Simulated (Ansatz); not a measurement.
# Ru (Ruthenium): further runs on the relaxed cell

An exercise on one series of results from a longer session: the logs are not shown, and one member is left open.

Program: Ansatz 0.2.0. Level of theory: DFT PBE, scalar-relativistic, plane waves, PAW. These are calculated values, not measurements.

1 further run of the same task is left out (set aside as unsound or not needed).

## The structure to begin with

Symmetry: P6_3/mmc, No. 194, hexagonal system. Conventional cell: a = 2.720 Å, b = 2.720 Å, c = 4.297 Å, α = 90.00°, β = 90.00°, γ = 120.00°. Ru (site symmetry -6m2) has 12 Ru at 2.66 to 2.72 Å as nearest neighbours.

Structure file:

```xyz
2
Lattice="2.7200 0.0000 0.0000 -1.3600 2.3556 0.0000 0.0000 0.0000 4.2968" Properties=species:S:1:pos:R:3 pbc="T T T"
Ru    0.0000    1.5704    1.0742
Ru    1.3600    0.7852    3.2226
```

This cell was relaxed beforehand with the same method: volume 13.77 Å³/atom, gap on the mesh none (metal).

Set-up of the first run:

Input file input.yaml:

```yaml
crystal:
  lattice:
    - [2.7200250913, 0.0, 0.0]
    - [-1.3600125457, 2.355610828, 0.0]
    - [0.0, 0.0, 4.2967694969]
  atoms:
    - { symbol: Ru, position: [0.3333333333, 0.6666666667, 0.25] }
    - { symbol: Ru, position: [0.6666666667, 0.3333333333, 0.75] }
basis:
  ecutwfc: 420
kpoints:
  mp_grid: { grid: [18, 18, 10] }
  band_path:
    path:
      - [[0.0, 0.0, 0.0], [0.5, 0.0, 0.0], [0.33333333, 0.33333333, 0.0], [0.0, 0.0, 0.0], [0.0, 0.0, 0.5], [0.5, 0.0, 0.5], [0.33333333, 0.33333333, 0.5], [0.0, 0.0, 0.5]]
      - [[0.5, 0.0, 0.5], [0.5, 0.0, 0.0]]
      - [[0.33333333, 0.33333333, 0.5], [0.33333333, 0.33333333, 0.0]]
    npoints: 14
hamiltonian:
  xc: pbe
scf:
  occupations: { method: gaussian, width: 0.1 }
  n_extra_bands: 6
output:
  forces: true
  stress: true
  eigenvalues: true
  populations: true
  dos: { projected: true, de: 0.02, nscf_kmesh: { grid: [27, 27, 15] } }
  bader: true
  write_density: true
  write_potential: true
  elf: true
  volumetric_format: npy
```

Run with:

```
> ansatz run input.yaml --threads 1 --pin off --max-ram 2560MiB --backend cpu --events-out ev --progress --plain --runs-dir out
```

Among the steps run: Bands, states and charges; Back to the database's cell; Volume × 0.97; The cell scaled to 1.03 of its volume; Point at V/V0 = 0.94; Point at V/V0 = 1.06; The cell scaled to 0.91 of its volume; Point at V/V0 = 1.10; Point at V/V0 = 0.88.

One of the session's tables, all rows but one given; the rest of the session is left out.

| volume (Å³/atom) | energy above the lowest point (meV/atom) | pressure (GPa) |
| --- | --- | --- |
| 12.114 | 246.4 | 54.14 |
| 12.527 | 129.8 | 36.88 |
| 12.939 | 54.1 | 22.38 |
| 13.352 | 12.6 | 10.21 |
| 13.765 | 0.0 | -0.01 |
| 14.178 | ? | ? |
| 14.591 | 43.2 | -15.75 |
| 15.142 | 111.3 | -23.49 |

Estimate the missing values for volume (Å³/atom) = 14.178.

Worked estimate for «energy above the lowest point (meV/atom)». A straight line through the neighbours (13.765, 0.0) and (14.591, 43.2) gives 0.0 + (43.2 − 0.0) × (14.178 − 13.765) / (14.591 − 13.765) = 21.6; a parabola fitted to 4 rows on both sides gives 11.9.

The run gave: energy above the lowest point (meV/atom): 11.5; pressure (GPa): -8.58. In «energy above the lowest point (meV/atom)» the line misses by +10.1 and the parabola by +0.4.
